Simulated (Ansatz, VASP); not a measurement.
## Pt: VASP beside Ansatz

```
CELL_PARAMETERS angstrom
-1.31937 1.31937 1.31937
1.31937 -1.31937 1.31937
1.31937 1.31937 -1.31937
ATOMIC_POSITIONS crystal
Pt 0.00000 0.00000 0.00000
```

Change from the starting cell: volume scaled by 0.58, PAW files.

Alike in both runs: task single point; functional PBE; k mesh 17 × 17 × 17; occupations fermi-dirac, width 0.08 eV; no spin polarisation.

|  | VASP | Ansatz |
| --- | --- | --- |
| version | VASP 6.6.1 | Ansatz 0.2.0 |
| potentials or method | VASP PAW PBE potentials, release 64 (Pt) | PAW with Ansatz's default frozen-core files, scalar-relativistic |
| plane-wave cutoff (eV) | 520 | 420 |
| valence electrons in the cell | 10 | 18 |

```csv
,VASP,Ansatz,Ansatz less VASP
pressure (GPa),529.1,524.7,-4.43
```

The two sets of potentials don't hold the same shells in valence.

Caveats: the cell as given lies far from equilibrium; so large a pressure means that the cell lies far from this level's equilibrium, or that cutoff or potentials fall short (VASP). Spin-orbit coupling is left out, which matters for the levels of Pt.
